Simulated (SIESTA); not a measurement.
Here is a SIESTA 5.4.2 calculation.

File BN.fdf:

```
SystemName                      BN
SystemLabel                     BN
NumberOfSpecies                 2
NumberOfAtoms                   2
%block ChemicalSpeciesLabel
  1   7 N
  2   5 B
%endblock ChemicalSpeciesLabel

LatticeConstant                 1.0 Ang
%block LatticeVectors
     0.0000000000     1.8130010000     1.8130010000
     1.8130010000     0.0000000000     1.8130010000
     1.8130010000     1.8130010000     0.0000000000
%endblock LatticeVectors
AtomicCoordinatesFormat         Fractional
%block AtomicCoordinatesAndAtomicSpecies
     0.2500000000     0.2500000000     0.2500000000  1  N
     0.0000000000     0.0000000000     0.0000000000  2  B
%endblock AtomicCoordinatesAndAtomicSpecies

%block kgrid.MonkhorstPack
   13   0   0  0.0
    0  13   0  0.0
    0   0  13  0.0
%endblock kgrid.MonkhorstPack
XC.Functional                   VDW
XC.Authors                      BH
PAO.BasisSize                   DZP
PAO.EnergyShift                 0.003 Ry
Mesh.Cutoff                     800 Ry
OccupationFunction              FD
ElectronicTemperature           0.05 eV
MaxSCFIterations                120
SCF.MustConverge                false
SCF.Mixer.Method                Pulay
SCF.Mixer.Weight                0.25
SCF.Mixer.History               8
SCF.DM.Tolerance                5.0e-05
SCF.H.Tolerance                 1.0e-03 eV
WriteForces                     true
Charge.Mulliken                 end
BandLinesScale                  ReciprocalLatticeVectors
%block BandLines
    1    0.000000   0.000000   0.000000  \Gamma
   12    0.500000   0.000000   0.500000  X
    6    0.500000   0.250000   0.750000  W
    4    0.375000   0.375000   0.750000  K
   13    0.000000   0.000000   0.000000  \Gamma
   11    0.500000   0.500000   0.500000  L
    8    0.625000   0.250000   0.625000  U
    4    0.500000   0.250000   0.750000  W
    9    0.500000   0.500000   0.500000  L
    8    0.375000   0.375000   0.750000  K
    1    0.625000   0.250000   0.625000  U
    4    0.500000   0.000000   0.500000  X
%endblock BandLines
```

Potentials or basis: PseudoDojo 0.4 standard (PBE files), DZP (energy shift 0.003 Ry).

Run with:

```sh
$ siesta BN.fdf > BN.out 2>&1
```

Q: Predict the band gap along the path.

A: 4.51 eV, indirect (least direct gap 8.84 eV).

Q: What does it give for the pressure?

A: 0.5 GPa.

Q: Estimate the band gap on the k mesh.

A: 4.58 eV, indirect (least direct gap 8.84 eV).

Levels at the corners of the path, in eV from the valence-band top:
```csv
point,band 2,band 3,band 4,band 5,band 6,band 7
Γ,0.00,0.00,0.00,8.84,8.84,8.84
X,-8.86,-4.88,-4.88,4.51,9.38,17.83
W,-7.54,-6.90,-6.47,9.71,13.47,14.63
K,-8.08,-7.61,-4.05,7.01,12.96,15.84
Γ,0.00,0.00,0.00,8.84,8.84,8.84
L,-10.63,-1.93,-1.93,10.42,10.79,10.79
U,-8.08,-7.61,-4.05,7.01,12.96,15.84
W,-7.54,-6.90,-6.47,9.71,13.47,14.63
L,-10.63,-1.93,-1.93,10.42,10.79,10.79
K,-8.08,-7.61,-4.05,7.01,12.96,15.84
U,-8.08,-7.61,-4.05,7.01,12.96,15.84
X,-8.86,-4.88,-4.88,4.51,9.38,17.83
```

Caveat: the potentials were made for another functional, which shifts forces and pressure; the basis of atomic orbitals isn't converged, which shifts pressures, moduli and gaps.

**What was measured.**

A printed reference work, monograph reports, for a bulk crystal of BN at 300 K: band gap 6.4 eV (indirect).

A measured gap of BN is 6.4 eV (indirect; 300 K; a printed reference work, monograph); the calculated 4.51 eV misses it by -1.89 eV. The value is that of vdW-DF-cx in an atomic basis (PseudoDojo 0.4 standard (PBE files), DZP (energy shift 0.003 Ry)), whose error adds to the functional's,, without temperature or zero-point motion. The cell is a database's relaxed one, not the measured one, which moves gaps too.
